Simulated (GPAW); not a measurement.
# Hf (Fm-3m) in GPAW: a series of runs, part 2 of 2

GPAW 26.7.0.

### Step 4. Relaxation of cell and atoms, LDA, target pressure 5 GPa, at which the enthalpy is minimised

Input file run.py:

```python
from ase.filters import FrechetCellFilter
from ase.io import read, write
from ase.optimize import BFGS
from ase.units import GPa
from gpaw import GPAW, PW

atoms = read('POSCAR')

calc = GPAW(mode=PW(600),
            xc='LDA',
            kpts={'size': (10, 10, 10), 'gamma': True},
            occupations={'name': 'fermi-dirac', 'width': 0.05},
            nbands=14,
            convergence={'density': 1e-05, 'forces': 0.0001},
            maxiter=150,
            txt='gpaw.txt')
atoms.calc = calc
opt = BFGS(FrechetCellFilter(atoms, scalar_pressure=5 * GPa), trajectory='relax.traj', logfile='-')
done = opt.run(fmax=0.02, steps=60)
calc.write('gs.gpw')
write('result.traj', atoms)
print('Converged:', done)
print('Cell:', atoms.cell.cellpar().round(4))
print('Volume:', round(atoms.get_volume(), 4))
print(atoms.get_scaled_positions().round(5))
```

Input file POSCAR:

```
Hf
1.0
    0.0000000000      2.2200000000      2.2200000000
    2.2200000000      0.0000000000      2.2200000000
    2.2200000000      2.2200000000      0.0000000000
Hf
1
Direct
    0.0000000000      0.0000000000      0.0000000000
```

Potentials or basis: the program's PAW data sets (release 1.2.1) made for this functional, pw.

Command:

```sh
$ OMP_NUM_THREADS=1 python run.py
```

gpaw.txt:

```text
__  _  _
 | _ |_)|_||  |
 |__||  | ||/\| - 26.7.0

Input parameters:
  mode=PW(ecut=600.0),
  convergence={'density': 1e-05, 'forces': 0.0001},
  kpts=MonkhorstPack(size=(10, 10, 10), gamma=True),
  maxiter=150,
  nbands=14,
  occupations=Occupations(name='fermi-dirac', width=0.05),
  xc=XC(name='LDA')

Diagonalizing LCAO Hamiltonian
Converting LCAO to pw mode

       Hf

Atoms  # Å, Bohr magnetons
|   | symbol |        x |        y |        z |    initial magnetic moments |
|---|--------|----------|----------|----------|-----------------------------|
| 0 |     Hf | 0.000000 | 0.000000 | 0.000000 | ( 0.0000,  0.0000,  0.0000) |

Unit cell  # Å
| periodic |        x |        y |        z |  lengths |    angles |
|----------|----------|----------|----------|----------|-----------|
|      yes | 0.000000 | 2.220000 | 2.220000 | 3.139554 | 60.000000 |
|      yes | 2.220000 | 0.000000 | 2.220000 | 3.139554 | 60.000000 |
|      yes | 2.220000 | 2.220000 | 0.000000 | 3.139554 | 60.000000 |
[... 215 lines left out ...]
Stress tensor  # eV/Ang^3
|         x |         y |         z |
|-----------|-----------|-----------|
|  0.033665 | -0.000000 |  0.000000 |
| -0.000000 |  0.033665 | -0.000000 |
|  0.000000 | -0.000000 |  0.033665 |

Forces  # eV/Ang
|       x |        y |        z |
|---------|----------|----------|
[... 252 lines left out ...]

Unit cell  # Å
| periodic |        x |         y |         z |  lengths |    angles |
|----------|----------|-----------|-----------|----------|-----------|
|      yes | 0.000000 |  2.155198 |  2.155198 | 3.047910 | 60.000000 |
|      yes | 2.155198 | -0.000000 |  2.155198 | 3.047910 | 60.000000 |
|      yes | 2.155198 |  2.155198 | -0.000000 | 3.047910 | 60.000000 |

Number of symmetries: 48
Symmetry operations  # r_c * U_cc + t_c -> r_c
|    | kind |            matrix            |
|----|------|------------------------------|
|  0 |  σ   |  1, 0, 0,  1, 0,-1,  1,-1, 0 |
|  1 |  C2  |  1, 0, 0,  1,-1, 0,  1, 0,-1 |
|  2 |  E   |  1, 0, 0,  0, 1, 0,  0, 0, 1 |
|  3 |  σ   |  1, 0, 0,  0, 0, 1,  0, 1, 0 |
|  4 |  C4  |  1, 0,-1,  1, 0, 0,  1,-1, 0 |
|  5 |  S6  |  1, 0,-1,  1,-1, 0,  1, 0, 0 |
|  6 |  σ   |  1, 0,-1,  0, 1,-1,  0, 0,-1 |
|  7 |  C3  |  1, 0,-1,  0, 0,-1,  0, 1,-1 |
|  8 |  S6  |  1,-1, 0,  1, 0, 0,  1, 0,-1 |
[... 201 lines left out ...]
Stress tensor  # eV/Ang^3
|         x |         y |         z |
|-----------|-----------|-----------|
| -0.032475 |  0.000000 |  0.000000 |
|  0.000000 | -0.032475 | -0.000000 |
|  0.000000 | -0.000000 | -0.032475 |

Forces  # eV/Ang
|       x |       y |       z |
|---------|---------|---------|
| 0.00000 | 0.00000 | 0.00000 |  # Hf   0

Interpolating wave functions to new cell

       Hf

Atoms  # Å, Bohr magnetons
|   | symbol |         x |         y |         z |    initial magnetic moments |
|---|--------|-----------|-----------|-----------|-----------------------------|
| 0 |     Hf | -0.000000 | -0.000000 | -0.000000 | ( 0.0000,  0.0000,  0.0000) |

Unit cell  # Å
| periodic |        x |        y |        z |  lengths |    angles |
|----------|----------|----------|----------|----------|-----------|
|      yes | 0.000000 | 2.156278 | 2.156278 | 3.049438 | 60.000000 |
|      yes | 2.156278 | 0.000000 | 2.156278 | 3.049438 | 60.000000 |
|      yes | 2.156278 | 2.156278 | 0.000000 | 3.049438 | 60.000000 |
[... 213 lines left out ...]
Stress tensor  # eV/Ang^3
|         x |         y |         z |
|-----------|-----------|-----------|
| -0.031191 | -0.000000 |  0.000000 |
| -0.000000 | -0.031191 |  0.000000 |
|  0.000000 |  0.000000 | -0.031191 |

Forces  # eV/Ang
|       x |       y |       z |
|---------|---------|---------|
| 0.00000 | 0.00000 | 0.00000 |  # Hf   0

# Writing to gs.gpw (mode='')
```

stdout:

```text
Step          Energy          fmax
BFGS:    0       -7.573516        1.419544
BFGS:    1       -7.630703        0.447815
BFGS:    2       -7.636637        0.025380
BFGS:    3       -7.636657        0.000332
Converged: True
Cell: [ 3.0494  3.0494  3.0494 60.     60.     60.    ]
Volume: 20.0514
[[0. 0. 0.]]
```

It took 38 s on 1 thread of Arm Neoverse V1, shared host; peak memory 0.16 GiB.

Results:

* Free energy: -8.2624 eV
* Relaxed volume: 20.05 Å³/atom
* Relaxed cell: a = 3.049 Å, b = 3.049 Å, c = 3.049 Å, α = 60.00°, β = 60.00°, γ = 60.00°
* Space group after relaxing (to 0.05 Å): Fm-3m (No. 225)
* Energy change on relaxing (the enthalpy is what falls): -5.8 meV/atom
* Ionic steps: 4
* Pressure after relaxing: 5.0 GPa
* Band gap on the k mesh: none (metal or under the smearing width)

Step by step:
```
step  energy change (eV)  largest force (eV/Å)  pressure (GPa)  volume (Å³)
   1              0.0000                0.0000           -5.39        21.88
   2             -0.0169                0.0000            1.52        20.59
   3             -0.0048                0.0000            5.20        20.02
   4             -0.0058                0.0000            5.00        20.05
```

Final structure:
```
Hf
1.0
     0.00000    2.15628    2.15628
     2.15628    0.00000    2.15628
     2.15628    2.15628    0.00000
Hf
1
Direct
  0.00000 0.00000 0.00000
```

Caveat: later steps reuse the first step's grids. Zero-point motion and thermal expansion aren't in these numbers.

### Step 5. Relaxation of cell and atoms, LDA, target pressure 10 GPa, at which the enthalpy is minimised

run.py: that of step 4 with these lines changed.

```diff
@@ -17,3 +17,3 @@
 atoms.calc = calc
-opt = BFGS(FrechetCellFilter(atoms, scalar_pressure=5 * GPa), trajectory='relax.traj', logfile='-')
+opt = BFGS(FrechetCellFilter(atoms, scalar_pressure=10 * GPa), trajectory='relax.traj', logfile='-')
 done = opt.run(fmax=0.02, steps=60)
```

POSCAR is that of step 4.

Command:

```sh
$ OMP_NUM_THREADS=1 python run.py
```

It took 37 s on 1 thread of Arm Neoverse V1, shared host; peak memory 0.16 GiB.

The run converged. Its results:

| Item | Value |
| --- | --- |
| Free energy | -8.2306 eV |
| Relaxed volume | 19.37 Å³/atom |
| Relaxed cell | a = 3.014 Å, b = 3.014 Å, c = 3.014 Å, α = 60.00°, β = 60.00°, γ = 60.00° |
| Space group after relaxing (to 0.05 Å) | Fm-3m (No. 225) |
| Energy change on relaxing (the enthalpy is what falls) | +26.4 meV/atom |
| Ionic steps | 4 |
| Pressure after relaxing | 10.0 GPa |
| Band gap on the k mesh | none (metal or under the smearing width) |

Step by step:
```
step  energy change (eV)  largest force (eV/Å)  pressure (GPa)  volume (Å³)
   1              0.0000                0.0000           -5.39        21.88
   2             -0.0040                0.0000            5.37        20.00
   3              0.0290                0.0000           10.31        19.33
   4              0.0264                0.0000           10.00        19.37
```

Final structure:
```cif
data_structure
_symmetry_space_group_name_H-M 'P 1'
_symmetry_Int_Tables_number 1
_cell_length_a 3.0143
_cell_length_b 3.0143
_cell_length_c 3.0143
_cell_angle_alpha 60.000
_cell_angle_beta 60.000
_cell_angle_gamma 60.000
_cell_volume 19.37
loop_
_atom_site_label
_atom_site_type_symbol
_atom_site_fract_x
_atom_site_fract_y
_atom_site_fract_z
_atom_site_occupancy
Hf1 Hf 0.00000 0.00000 0.00000 1
```

Levels at points of the mesh, in eV from the Fermi level:
| k point | band 3 | band 4 | band 5 | band 6 | band 7 | band 8 | band 9 | band 10 |
| --- | --- | --- | --- | --- | --- | --- | --- | --- |
| (0.00, 0.00, 0.00) | -29.52 | -29.52 | -7.61 | 1.37 | 1.37 | 1.37 | 4.66 | 4.66 |
| (0.50, 0.50, 0.00) | -29.98 | -29.98 | -3.91 | -2.72 | 3.49 | 7.24 | 8.03 | 8.03 |
| (0.50, 0.50, 0.50) | -29.69 | -29.69 | -4.06 | 1.08 | 1.08 | 1.25 | 7.24 | 7.24 |

Caveat: later steps reuse the first step's grids. Spin-orbit coupling is left out, which matters for the levels of Hf.

### Step 6. Relaxation of cell and atoms, LDA, target pressure 20 GPa, at which the enthalpy is minimised

run.py: that of step 5 with these lines changed.

```diff
@@ -6,3 +6,3 @@
 
-atoms = read('POSCAR')
+atoms = read('Hf.xyz')
 
@@ -17,3 +17,3 @@
 atoms.calc = calc
-opt = BFGS(FrechetCellFilter(atoms, scalar_pressure=10 * GPa), trajectory='relax.traj', logfile='-')
+opt = BFGS(FrechetCellFilter(atoms, scalar_pressure=20 * GPa), trajectory='relax.traj', logfile='-')
 done = opt.run(fmax=0.02, steps=60)
```

Input file Hf.xyz:

```xyz
1
Lattice="0.0000000000 2.2200000000 2.2200000000 2.2200000000 0.0000000000 2.2200000000 2.2200000000 2.2200000000 0.0000000000" Properties=species:S:1:pos:R:3 pbc="T T T"
Hf     0.0000000000      0.0000000000      0.0000000000
```

Potentials or basis: the program's PAW data sets (release 1.2.1) made for this functional, pw.

Command:

```sh
$ OMP_NUM_THREADS=1 python run.py
```

Wall time 37 s (1 thread of Arm Neoverse V1, shared host); peak memory 0.16 GiB.

The run converged. Its results:

```
Free energy                                            : -8.1248 eV
Relaxed volume                                         : 18.22 Å³/atom
Relaxed cell                                           : a = 2.954 Å, b = 2.954 Å, c = 2.954 Å, α = 60.00°, β = 60.00°, γ = 60.00°
Space group after relaxing (to 0.05 Å)                 : Fm-3m (No. 225)
Energy change on relaxing (the enthalpy is what falls) : +132.6 meV/atom
Ionic steps                                            : 4
Pressure after relaxing                                : 20.0 GPa
Band gap on the k mesh                                 : none (metal or under the smearing width)
```

The path:
```tsv
step	energy change (eV)	largest force (eV/Å)	pressure (GPa)	volume (Å³)
1	0.0000	0.0000	-5.39	21.88
2	0.0647	0.0000	14.15	18.86
3	0.1383	0.0000	20.44	18.18
4	0.1326	0.0000	20.00	18.22
```

Final structure:
```cif
data_structure
_symmetry_space_group_name_H-M 'P 1'
_symmetry_Int_Tables_number 1
_cell_length_a 2.9537
_cell_length_b 2.9537
_cell_length_c 2.9537
_cell_angle_alpha 60.000
_cell_angle_beta 60.000
_cell_angle_gamma 60.000
_cell_volume 18.22
loop_
_atom_site_label
_atom_site_type_symbol
_atom_site_fract_x
_atom_site_fract_y
_atom_site_fract_z
_atom_site_occupancy
Hf1 Hf 0.00000 0.00000 0.00000 1
```

Levels at points of the mesh, in eV from the Fermi level:
| k point | band 3 | band 4 | band 5 | band 6 | band 7 | band 8 | band 9 | band 10 |
| --- | --- | --- | --- | --- | --- | --- | --- | --- |
| (0.00, 0.00, 0.00) | -29.32 | -29.32 | -7.80 | 1.36 | 1.36 | 1.36 | 4.90 | 4.90 |
| (0.50, 0.50, 0.00) | -29.88 | -29.88 | -4.24 | -3.01 | 3.95 | 7.71 | 8.57 | 8.57 |
| (0.50, 0.50, 0.50) | -29.52 | -29.52 | -4.28 | 1.04 | 1.04 | 1.55 | 7.70 | 7.70 |

Caveat: later steps reuse the first step's grids; the volume moved by over 15 % at a fixed basis, so the end points are rough.

### Step 7. Relaxation of cell and atoms, LDA, target pressure 30 GPa, at which the enthalpy is minimised

run.py: that of step 6 with these lines changed.

```diff
@@ -17,3 +17,3 @@
 atoms.calc = calc
-opt = BFGS(FrechetCellFilter(atoms, scalar_pressure=20 * GPa), trajectory='relax.traj', logfile='-')
+opt = BFGS(FrechetCellFilter(atoms, scalar_pressure=30 * GPa), trajectory='relax.traj', logfile='-')
 done = opt.run(fmax=0.02, steps=60)
```

Hf.xyz is that of step 6.

Command:

```sh
$ OMP_NUM_THREADS=1 python run.py
```

Wall time 37 s (1 thread of Arm Neoverse V1, shared host); peak memory 0.16 GiB.

The run converged. Its results:

* Free energy: -7.9827 eV
* Relaxed volume: 17.30 Å³/atom
* Relaxed cell: a = 2.903 Å, b = 2.903 Å, c = 2.903 Å, α = 60.00°, β = 60.00°, γ = 60.00°
* Space group after relaxing (to 0.05 Å): Fm-3m (No. 225)
* Energy change on relaxing (the enthalpy is what falls): +274.2 meV/atom
* Ionic steps: 4
* Pressure after relaxing: 30.0 GPa
* Band gap on the k mesh: none (metal or under the smearing width)

Step by step:
```
step  energy change (eV)  largest force (eV/Å)  pressure (GPa)  volume (Å³)
   1              0.0000                0.0000           -5.39        21.88
   2              0.1927                0.0000           24.44        17.79
   3              0.2832                0.0000           30.58        17.26
   4              0.2742                0.0000           29.98        17.30
```

Final structure:
```cif
data_structure
_symmetry_space_group_name_H-M 'P 1'
_symmetry_Int_Tables_number 1
_cell_length_a 2.9033
_cell_length_b 2.9033
_cell_length_c 2.9033
_cell_angle_alpha 60.000
_cell_angle_beta 60.000
_cell_angle_gamma 60.000
_cell_volume 17.30
loop_
_atom_site_label
_atom_site_type_symbol
_atom_site_fract_x
_atom_site_fract_y
_atom_site_fract_z
_atom_site_occupancy
Hf1 Hf 0.00000 0.00000 0.00000 1
```

Levels at points of the mesh, in eV from the Fermi level:
```
           k point  band 2  band 3  band 4  band 5  band 6  band 7  band 8  band 9  band 10
(0.00, 0.00, 0.00)  -29.17  -29.17  -29.17   -7.96    1.32    1.32    1.32    5.10     5.10
(0.50, 0.50, 0.00)  -30.88  -29.82  -29.82   -4.56   -3.30    4.37    8.10    9.03     9.03
(0.50, 0.50, 0.50)  -31.01  -29.40  -29.40   -4.49    0.97    0.97    1.83    8.10     8.10
```

Caveat: later steps reuse the first step's grids; the volume moved by over 15 % at a fixed basis, so the end points are rough.

### Step 8. Overview

```tsv
cell	target pressure	gap on the mesh (eV)	pressure (GPa)
relaxed	-	none	0.1
relaxed to 2 GPa	2 GPa	none	2.1
relaxed to 5 GPa	5 GPa	none	5.0
relaxed to 10 GPa	10 GPa	none	10.0
relaxed to 20 GPa	20 GPa	none	20.0
relaxed to 30 GPa	30 GPa	none	30.0
```

Alike in all rows: task relaxation of cell and atoms; level LDA; potentials or basis the program's PAW data sets (release 1.2.1) made for this functional, pw; no spin polarisation; k mesh 10 × 10 × 10; cutoff (eV) 600; smearing fermi-dirac 0.05 eV.

Caveats: later steps reuse the first step's grids; the volume moved by over 15 % at a fixed basis, so the end points are rough (some runs).

Total energies depend on the potentials used, so only differences within one code and one set of settings carry meaning.
